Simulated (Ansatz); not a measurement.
# CdSe: phonons and Grüneisen parameters

Aim: phonons by finite displacements on a 2×2×2 mesh of wavevectors, at three volumes, and the mode Grüneisen parameters. Runs: reference run (LAPW); volume scaled by 0.985 (LAPW); volume scaled by 1.015 (LAPW); mode Grüneisen parameters (LAPW). Companion runs by PAW are cited.

Program: Ansatz 0.2.0. Level of theory: DFT PBEsol, all-electron LAPW, scalar-relativistic unless said. These are calculated values, not measurements.

1 further run of the same task is left out (set aside as unsound or not needed).

## (1) The starting structure

The structure is cubic, space group F-43m (No. 216). The conventional cell has a = 6.083 Å, b = 6.083 Å, c = 6.083 Å, α = 90.00°, β = 90.00°, γ = 90.00°. Cd (site symmetry -43m) is surrounded by 4 Se at 2.63 Å. Se (site symmetry -43m) has 4 Cd at 2.63 Å as nearest neighbours.

Coordinates:

```cif
data_structure
_symmetry_space_group_name_H-M 'F-43m'
_symmetry_Int_Tables_number 216
_cell_length_a 6.0826
_cell_length_b 6.0826
_cell_length_c 6.0826
_cell_angle_alpha 90.000
_cell_angle_beta 90.000
_cell_angle_gamma 90.000
_cell_volume 225.05
loop_
_atom_site_label
_atom_site_type_symbol
_atom_site_symmetry_multiplicity
_atom_site_Wyckoff_symbol
_atom_site_fract_x
_atom_site_fract_y
_atom_site_fract_z
_atom_site_occupancy
Cd1 Cd 4 a 0.00000 0.00000 0.00000 1
Se1 Se 4 c 0.25000 0.25000 0.25000 1
```

Cartesian axes are those of the input's lattice vectors. The structure goes back to a database entry.

## (2) Reference run, LAPW

File input.yaml:

```yaml
crystal:
  lattice:
    - [0.0, 3.04131444503, 3.04131444503]
    - [3.04131444503, 0.0, 3.04131444503]
    - [3.04131444503, 3.04131444503, 0.0]
  atoms:
    - { symbol: Cd, position: [0.0, 0.0, 0.0] }
    - { symbol: Se, position: [0.75, 0.75, 0.75] }
kpoints:
  mp_grid: { grid: [6, 6, 6] }
scf:
  occupations: { method: fixed }
hamiltonian:
  xc: pbesol
  pseudopotentials: { kind: all_electron, lapw: { basis_error: 0.001 } }
phonons:
  qmesh: [2, 2, 2]
  qpath:
    path:
      - [0.0, 0.0, 0.0]
      - [-0.5, -0.5, 0.0]
      - [-0.375, -0.375, 0.25]
      - [-0.375, 0.0, 0.375]
      - [0.0, 0.0, 0.0]
      - [0.0, 0.0, 0.5]
      - [-0.5, -0.25, 0.25]
      - [-0.5, -0.5, 0.0]
    npoints: 6
  temperatures: { t_min: 0, t_max: 1000, t_step: 100 }
```

Command:

```console
> ansatz run input.yaml --threads 1 --pin off --max-ram 3072MiB --backend cpu --events-out ev --progress --plain --runs-dir out
```

## (3) Volume scaled by 0.985, LAPW

input.yaml, as its differences from that of step 2:

```diff
@@ -2,5 +2,5 @@
   lattice:
-    - [0.0, 3.04131444503, 3.04131444503]
-    - [3.04131444503, 0.0, 3.04131444503]
-    - [3.04131444503, 3.04131444503, 0.0]
+    - [0.0, 3.02603119993, 3.02603119993]
+    - [3.02603119993, 0.0, 3.02603119993]
+    - [3.02603119993, 3.02603119993, 0.0]
   atoms:
```

## (4) Volume scaled by 1.015, LAPW

input.yaml, as its differences from that of step 3:

```diff
@@ -2,5 +2,5 @@
   lattice:
-    - [0.0, 3.02603119993, 3.02603119993]
-    - [3.02603119993, 0.0, 3.02603119993]
-    - [3.02603119993, 3.02603119993, 0.0]
+    - [0.0, 3.05644561173, 3.05644561173]
+    - [3.05644561173, 0.0, 3.05644561173]
+    - [3.05644561173, 3.05644561173, 0.0]
   atoms:
```

(Steps that only read results are left out.)

Q: Predict the outcome of this session. Wanted: highest mode on the mesh, without the LO shift; optical modes at Γ.

The runs gave:

| quantity | value |
| --- | --- |
| highest mode on the mesh, without the LO shift (LAPW) | 184 cm⁻¹ |
| optical modes at Γ | 167 (T2) cm⁻¹ |
| mean Grüneisen parameter at 300 K (LAPW) | -0.02 |

What this shows: No mode on the mesh is unstable; the highest lies at 184 cm⁻¹ by LAPW. Weighted by heat capacity at 300 K the mean Grüneisen parameter of the sampled modes is -0.02, which points to shrinking on heating. Some modes have negative γ and soften under compression. PAW differs from LAPW by at most 0.2 cm⁻¹. Each set of modes is computed in the harmonic approximation.
